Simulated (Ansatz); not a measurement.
TiO2 (Fm-3m): G0W0 and the treatment of frequencies and band sums

```
Ti O
1.0
     0.00000    2.33048    2.33048
     2.33048    0.00000    2.33048
     2.33048    2.33048    0.00000
Ti O
1 2
Direct
  0.00000 0.00000 0.00000
  0.25000 0.25000 0.25000
  0.75000 0.75000 0.75000
```

Held fixed (Ansatz):

- orbitals: PBE
- datasets: soft PAW set, first generation
- k mesh: 4×4×4
- response cutoff: 200 eV
- wave cutoff: 420 eV

The gap is read from k = (0, -0.5, -0.5) to Γ, linearised, between the Kohn-Sham band edges among the points solved. ε∞ is the electronic dielectric constant on this mesh. Runs with cut sums weigh the q → 0 term analytically. The completed-sum build treats it its own way, which on a coarse mesh shifts the gap as well.

Problem. Taking contour deformation, sums cut at 163 empty bands as the reference, which of the others (plasmon pole fitted at 29.52i eV, sums cut at 163 empty bands; contour deformation, 67 empty bands and completed sums (trial build, its own q → 0 term)) gives the gap farthest from it?

Solution. Farthest from contour deformation, sums cut at 163 empty bands in the G0W0 gap: plasmon pole fitted at 29.52i eV, sums cut at 163 empty bands (-0.10 eV). The nearest differs by 0.061 eV.

| treatment | KS gap (eV) | G0W0 gap (eV) | ε∞ |
| --- | --- | --- | --- |
| contour deformation, sums cut at 163 empty bands | 1.20 | 2.48 | 9.7 |
| plasmon pole fitted at 29.52i eV, sums cut at 163 empty bands | 1.20 | 2.38 | 9.7 |
| contour deformation, 67 empty bands and completed sums (trial build, its own q → 0 term) | 1.20 | 2.54 | 9.6 |

Soft PAW datasets can miss an all-electron G0W0 gap by more than 5 %. The cell is a model at fixed atoms and needn't be the relaxed known crystal. Points k are given in fractions of the reciprocal vectors. The mesh is coarse, so these are values at the stated settings, not converged ones. Band sums or response are cut, so the gap isn't at its basis limit. The gap is read on the mesh, and the crystal's band edges can lie off it. Meshes this coarse can overestimate the dielectric constant by a tenth and more.
